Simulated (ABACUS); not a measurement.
Runs of ABACUS 3.10.1 on Sn. The structure is orthorhombic, space group Immm (No. 71). The conventional cell has a = 3.453 Å, b = 3.551 Å, c = 4.677 Å, α = 90.00°, β = 90.00°, γ = 90.00°. Around Sn (site symmetry mmm) lie 12 Sn at 3.41 to 3.55 Å. This isn't the form of Sn at room conditions, which is tetragonal (white tin).

| task | potentials or basis | cell | orbital files | gap on the mesh (eV) | pressure (GPa) | V0 of scaled cells (Å³/atom) | B0 (GPa) |
| --- | --- | --- | --- | --- | --- | --- | --- |
| equation of state | PseudoDojo NC SR 0.4.1 PBE standard, DZP LCAO (the cutoffs set its grid) | as given | Sn Sn_confined-atom_8au_2s2p2d.orb | - | - | (a) | 43 |
| single point | PseudoDojo NC SR 0.4.1 PBE standard, DZP LCAO (the cutoffs set its grid) | as given | Sn Sn_confined-atom_8au_2s2p2d.orb | none | 0.3 | - | - |
| equation of state | PseudoDojo NC SR 0.4.1 PBE standard, TZDP LCAO (the cutoffs set its grid) | as given | Sn Sn_confined-atom_8au_3s3p3d1f.orb | - | - | 28.24 | 48 |
| single point | PseudoDojo NC SR 0.4.1 PBE standard, TZDP LCAO (the cutoffs set its grid) | as given | Sn Sn_confined-atom_8au_3s3p3d1f.orb | none | (b) | - | - |
| single point | PseudoDojo NC SR 0.4.1 PBE standard, DZP LCAO (the cutoffs set its grid) | cell strained at random at fixed volume | Sn Sn_confined-atom_8au_2s2p2d.orb | none | 0.3 | - | - |

Alike in all rows: level PBE; no spin polarisation; k mesh 11 × 11 × 11; cutoff (eV) 1361; smearing fermi-dirac 0.05 eV.

Problem. Estimate the missing entries.

Solution. (a) 28.89; (b) -0.7.

Caveats: the atomic orbitals were generated for these runs and aren't a published set; the basis of atomic orbitals isn't converged, which shifts pressures, moduli and gaps; the cell was scaled at fixed shape and fractional positions, which overstates the stiffness of a crystal with free parameters, most of all of layers and chains (some runs).

A k mesh can miss the band edges, and the runs leave out spin-orbit coupling on Sn.

A gap of «none» marks a metal or a gap under the smearing width.
